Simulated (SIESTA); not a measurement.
## RbCl in SIESTA: the effect of functional

RbCl:

```
Rb Cl
1.0
     0.00000    3.27400    3.27400
     3.27400    0.00000    3.27400
     3.27400    3.27400    0.00000
Rb Cl
1 1
Direct
  0.00000 0.00000 0.00000
  0.50000 0.50000 0.50000
```

Alike in all runs:

| Quantity | Value |
| --- | --- |
| Program | SIESTA 5.4.2 |
| Task | band structure |
| Basis | DZP (energy shift 0.003 Ry; two zetas on semicore shells; d shell added on Rb) |
| Grid cutoff | 800 Ry |
| Energy shift | 0.003 Ry |
| k mesh | 7 × 7 × 7 |
| Occupations | fermi-dirac, width 0.05 eV |
| Spin | no spin polarisation |

```csv
functional,potentials or basis,gap on the mesh (eV),pressure (GPa)
AM05,PseudoDojo 0.4 standard (PBEsol files),5.14,0.8
BLYP,PseudoDojo 0.4 standard (PBE files),?,?
vdW-DF-cx,PseudoDojo 0.4 standard (PBE files),5.19,0.3
```

Question: What does the run with functional BLYP give?

Answer: gap on the mesh 5.09 eV; pressure 2.1 GPa.

Caveats: the potentials were made for another functional, which shifts forces and pressure; the basis of atomic orbitals isn't converged, which shifts pressures, moduli and gaps.

